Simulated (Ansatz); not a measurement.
Tetradymite Bi2Te3 at its r2SCAN+rVV10 geometry, run in Ansatz at 3 levels of theory. No spin polarisation and no zero-point or thermal motion.

The LDA input:
```yaml
crystal:
  lattice:
    - [2.1957255919, 1.2677027616, 10.4535441813]
    - [-2.1957255919, 1.2677027616, 10.4535441813]
    - [0.0, -2.5354055231, 10.4535441813]
  atoms:
    - { symbol: Bi, position: [0.3983611987, 0.3983611987, 0.3983611987] }
    - { symbol: Bi, position: [0.6016388013, 0.6016388013, 0.6016388013] }
    - { symbol: Te, position: [0.2135932505, 0.2135932505, 0.2135932505] }
    - { symbol: Te, position: [0.7864067495, 0.7864067495, 0.7864067495] }
    - { symbol: Te, position: [0.0, 0.0, 0.0] }
kpoints:
  mp_grid: { grid: [8, 8, 8] }
  band_path:
    path:
      - [0.0, 0.0, 0.0]
      - [0.5, 0.5, 0.5]
      - [0.8235290355, 0.1764709645, 0.5]
      - [0.5, -0.1764709645, 0.1764709645]
      - [0.5, 0.0, 0.0]
      - [0.3382354822, -0.3382354822, 0.0]
      - [0.6617645178, 0.0, 0.3382354822]
      - [0.5, 0.0, 0.5]
    npoints: 1
hamiltonian:
  xc: lda
scf:
  occupations: { method: fixed }
  n_extra_bands: 5
output:
  forces: true
  stress: true
  eigenvalues: true
```

Main results, then, where recorded, the levels near the gap in eV from the Fermi energy (columns number the bands from 0), one row a point of the path (Γ, T, H₂, H₀, L, S₀, S₂, F):
```
Crystal: 5 atoms, lattice volume = 174.586 Å³
Symmetry: 12 space group operations
Space group: R-3m (ITA 166)
```
```
Basis set: ecut = 420 eV, 3473 PW (Γ), FFT grids on a1−a3, a2−a3, a3
k-points: 65 of 512
SCF 1 converged in 7 iterations: F = -44654.314515 eV  dr2 = 8.29e-8
Free energy (F): -44654.314515 eV
Fermi energy:    8.388869 eV
--- Forces (eV/Å), atoms counted from 1 ---
  atom   1  Bi      0.00000      0.00000    -0.01358
  atom   2  Bi      0.00000      0.00000      0.01358
  atom   3  Te      0.00000      0.00000      0.04318
  atom   4  Te      0.00000      0.00000    -0.04318
  atom   5  Te      0.00000      0.00000      0.00000
--- Stress (GPa, compression-positive) ---
       -1.800130       0.000000       0.000000
        0.000000      -1.800130       0.000000
        0.000000       0.000000      -2.198522
  P = ⅓ Tr σ = -1.9329 GPa (-19.329 kbar)
```
```tsv
band_35	band_36	band_37	band_38	band_39	band_40	band_41
-1.457	-0.706	-0.706	0.000	0.347	0.904	0.904
-1.298	-0.874	-0.874	-0.348	0.730	1.216	1.216
-2.508	-1.634	-0.878	-0.675	1.340	1.696	2.507
-2.508	-1.634	-0.878	-0.675	1.340	1.696	2.507
-2.619	-2.010	-0.806	-0.520	0.705	1.405	2.670
-2.799	-1.496	-1.103	-0.604	1.285	2.121	2.145
-2.799	-1.496	-1.103	-0.604	1.285	2.121	2.145
-1.768	-1.699	-1.195	-0.958	1.127	1.447	2.101
```

With LDA the gap is 0.35 eV and direct, at Γ.

Question: Another run on the same cell gave
```
Basis set: ecut = 420 eV, 3473 PW (Γ), FFT grids on a1−a2, a2, −a2+a3
k-points: 13 of 64
SCF 1 stopped early in 5 iterations: F = -45734.155042 eV  dr2 = 2.14e-6
SCF 2 stopped early in 10 iterations: F = -45754.876035 eV  dr2 = 3.95e-7
hybrid outer 1: dexx = +1.625e-2 eV, tail = 1.59e-4 eV
SCF 3 converged in 5 iterations: F = -45754.875723 eV  dr2 = 6.30e-10
hybrid outer 2: dexx = +1.204e-6 eV, tail = 1.90e-8 eV, Δε = 2.50e-3 eV, ΔF = 7.11e-3 eV/Å
Free energy (F): -45754.875723 eV
Fermi energy:    8.439397 eV
--- Forces (eV/Å), atoms counted from 1 ---
  atom   1  Bi      0.00000      0.00000      0.06469
  atom   2  Bi      0.00000      0.00000    -0.06469
  atom   3  Te      0.00000      0.00000      0.17858
  atom   4  Te      0.00000      0.00000    -0.17858
  atom   5  Te      0.00000      0.00000      0.00000
--- Stress (GPa, compression-positive) ---
        0.011882       0.000000       0.000000
        0.000000       0.011882       0.000000
        0.000000       0.000000      -0.138475
  P = ⅓ Tr σ = -0.0382 GPa (-0.382 kbar)
```
```tsv
band_35	band_36	band_37	band_38	band_39	band_40	band_41
-1.691	-0.893	-0.893	0.000	0.836	1.255	1.255
-1.409	-1.065	-1.065	-0.314	1.147	1.583	1.583
-2.798	-1.825	-1.016	-0.763	1.808	2.165	3.044
-2.798	-1.825	-1.016	-0.763	1.808	2.165	3.044
-2.968	-2.228	-1.004	-0.599	1.156	1.808	3.209
-3.118	-1.685	-1.226	-0.709	1.753	2.632	2.636
-3.118	-1.685	-1.226	-0.709	1.753	2.632	2.636
-1.924	-1.835	-1.412	-1.113	1.555	1.881	2.550
```
Which level of theory and mesh gave it?

Answer: It is HSE06, judged by the exchange loop and the size of the gap (a near hybrid could fit too), on 4×4×4; the blocks that differ from the first input, but for the band path:
```yaml
kpoints:
  mp_grid: { grid: [4, 4, 4] }
hamiltonian:
  xc: hse06
```
The HSE06 gap is direct at Γ: 0.84 eV. The mean stress, 0.0 GPa, is small, and the program warns that its thresholds are loose for a hybrid's stress.

PBE0. Against the first input these blocks differ (the band path and keys that only write files left aside):
```yaml
kpoints:
  mp_grid: { grid: [4, 4, 4] }
hamiltonian:
  xc: pbe0
```

```
Basis set: ecut = 420 eV, 3473 PW (Γ), FFT grids on a1−a3, a2−a3, a3
k-points: 13 of 64
SCF 1 stopped early in 5 iterations: F = -45734.154641 eV  dr2 = 2.24e-6
SCF 2 stopped early in 10 iterations: F = -45746.057334 eV  dr2 = 1.33e-6
hybrid outer 1: dexx = +3.080e-2 eV, tail = 1.87e-4 eV
SCF 3 converged in 6 iterations: F = -45746.056978 eV  dr2 = 7.55e-10
hybrid outer 2: dexx = +2.189e-6 eV, tail = 3.54e-8 eV, Δε = 3.01e-3 eV, ΔF = 9.62e-3 eV/Å
SCF 4 converged in 2 iterations: F = -45746.056978 eV  dr2 = 3.39e-10
hybrid outer 3: dexx = +1.109e-9 eV, tail = 7.18e-10 eV, Δε = 2.36e-5 eV, ΔF = 5.63e-5 eV/Å
Free energy (F): -45746.056978 eV
Fermi energy:    8.168094 eV
--- Forces (eV/Å), atoms counted from 1 ---
  atom   1  Bi      0.00000      0.00000      0.09832
  atom   2  Bi      0.00000      0.00000    -0.09832
  atom   3  Te      0.00000      0.00000      0.21603
  atom   4  Te      0.00000      0.00000    -0.21603
  atom   5  Te      0.00000      0.00000      0.00000
--- Stress (GPa, compression-positive) ---
       -0.029717       0.000000       0.000000
        0.000000      -0.029717       0.000000
        0.000000       0.000000      -0.104040
  P = ⅓ Tr σ = -0.0545 GPa (-0.545 kbar)
```
```tsv
band_35	band_36	band_37	band_38	band_39	band_40	band_41
-1.759	-0.919	-0.919	0.000	1.382	1.814	1.814
-1.433	-1.098	-1.098	-0.333	1.710	2.153	2.153
-2.919	-1.920	-1.061	-0.792	2.374	2.752	3.696
-2.919	-1.920	-1.061	-0.792	2.374	2.752	3.696
-3.069	-2.312	-1.038	-0.613	1.711	2.381	3.834
-3.246	-1.765	-1.290	-0.738	2.317	3.254	3.257
-3.246	-1.765	-1.290	-0.738	2.317	3.254	3.257
-1.997	-1.893	-1.463	-1.146	2.119	2.470	3.149
```

The PBE0 gap is direct at Γ: 1.38 eV. The mean stress, -0.1 GPa, is small, and the program warns that its thresholds are loose for a hybrid's stress.

The hybrids run on coarser meshes, which limits their stresses and small splittings of levels.

Totals of different functionals can't be compared.

Spin-orbit coupling is left out; in compounds of Pb, Bi, Tl or Hg it can lower a gap by up to about 1 eV, split its edges or invert the bands.
